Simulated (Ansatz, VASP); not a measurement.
One calculation of CdSe, two programs

```xyz
2
Lattice="0.0000 3.1305 3.1305 3.1305 0.0000 3.1305 3.1305 3.1305 0.0000" Properties=species:S:1:pos:R:3 pbc="T T T"
Cd    0.0000    0.0000    0.0000
Se    1.5652    1.5652    1.5652
```

Measurements of this composition are mostly on another form, of space group No. 186.

Alike in both runs: task single point; functional RPBE; k mesh 8 × 8 × 8; occupations fermi-dirac, width 0.05 eV; no spin polarisation.

|  | VASP | Ansatz |
| --- | --- | --- |
| version | VASP 6.6.1 | Ansatz 0.2.0 |
| potentials or method | VASP PAW PBE potentials, release 64 (Cd, Se) | Ansatz PAW |
| plane-wave cutoff (eV) | 520 | 420 |
| valence electrons in the cell | 18 | 36 |

Ansatz gave:

| Item | Value |
| --- | --- |
| gap on the k mesh at the Fermi level (eV) | 0.60 |
| least direct gap on the mesh (eV) | 0.60 |
| pressure (GPa) | 0.4 |

Q: What did VASP give for the same quantities?

A: gap on the k mesh at the Fermi level (eV): 0.60; least direct gap on the mesh (eV): 0.60; pressure (GPa): 0.7.

The functional is the same, so the differences come from potentials, cutoffs and numerics. The two sets of potentials don't hold the same shells in valence.

Caveats: the PAW data sets were made with another functional, which shifts forces and pressure a little (VASP); the PAW data sets come from PBE, with cores solved anew for the run's functional, which leaves a small shift of forces and pressure (Ansatz). As with any semilocal functional, this RPBE gap is likely too small.
